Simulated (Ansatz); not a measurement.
# BaS (rocksalt type): how the settings move a single-point run

How sensitive is a single-point run of BaS (rocksalt type) to its settings? A reference run comes first, then one run with altered input.

Computed with Ansatz 0.2.0 (reference: DFT, LDA, all-electron PAW with datasets made for the crystal, scalar-relativistic, unless a step's input says otherwise).

2 further runs of the same task are left out: 2 that didn't finish.

**1. The structure to begin with**

The structure is cubic, space group Fm-3m (No. 225). Conventional cell: a = 5.229 Å, b = 5.229 Å, c = 5.229 Å, α = 90.00°, β = 90.00°, γ = 90.00°. Ba (site symmetry m-3m) is surrounded by 6 S at 2.61 Å. S (site symmetry m-3m) has 6 Ba at 2.61 Å as nearest neighbours.

As a file:

```xyz
2
Lattice="0.0000 2.6144 2.6144 2.6144 0.0000 2.6144 2.6144 2.6144 0.0000" Properties=species:S:1:pos:R:3 pbc="T T T"
Ba    0.0000    0.0000    0.0000
S     2.6144    2.6144    2.6144
```

**2. Reference**

input.yaml

```yaml
crystal:
  lattice:
    - [0.0, 2.6143733444, 2.6143733444]
    - [2.6143733444, 0.0, 2.6143733444]
    - [2.6143733444, 2.6143733444, 0.0]
  atoms:
    - { symbol: Ba, position: [0.0, 0.0, 0.0] }
    - { symbol: S, position: [0.5, 0.5, 0.5] }
kpoints:
  mp_grid: { grid: [11, 11, 11] }
scf:
  occupations: { method: fermi_dirac, width: 0.1 }
hamiltonian:
  xc: lda
  pseudopotentials: { kind: all_electron, datasets: crystal }
output:
  forces: true
  stress: true
  eigenvalues: true
```

Started as:

```bash
$ ansatz run input.yaml --threads 1 --pin off --max-ram 2048MiB --backend cpu --events-out ev --progress --plain --runs-dir out
```

**3. Changing settings: n_extra_bands 8**

Edit input.yaml of step 2 so:

```diff
@@ -12,2 +12,3 @@
   occupations: { method: fermi_dirac, width: 0.1 }
+  n_extra_bands: 8
 hamiltonian:
```

Q: Predict the outcome of this session. Wanted: for each run, ending; energy change; pressure; gap; force.

The runs gave:

| run | ending | energy change | pressure (GPa) | gap (eV) | force (eV/Å) | cycles | time |
| --- | --- | --- | --- | --- | --- | --- | --- |
| reference | converged | 0 | 80.7 | 0.00 | 0.00 | 9 | 9 s |
| 1: n_extra_bands 8 | converged | 0.0 meV/atom | 80.7 | 0.00 | 0.00 | 9 | 13 s |

Residual by cycle in the longest SCF loop of each run; runs are numbered as in the table. The quantity is the density residual dr2, in eV.

| cycle | reference | run 1 |
| --- | --- | --- |
| 1 | 1.53 | 1.53 |
| 2 | 0.379 | 0.365 |
| 3 | 0.0225 | 0.0145 |
| 4 | 0.0115 | 0.00975 |
| 5 | 0.00159 | 6.1e-4 |
| 6 | 4.6e-5 | 6.6e-6 |
| 7 | 1.6e-5 | 1.7e-6 |
| 8 | 2.1e-6 | 7.7e-8 |
| 9 | 5.3e-9 | 8.6e-10 |

What this shows: Energy and cycle count are those of the reference, so the change (band count) left the result and the number of cycles as they were. Cost: 13 s against 9 s. The structure is not at rest: the sound run finds 81 GPa, so these are no properties of the relaxed crystal. 
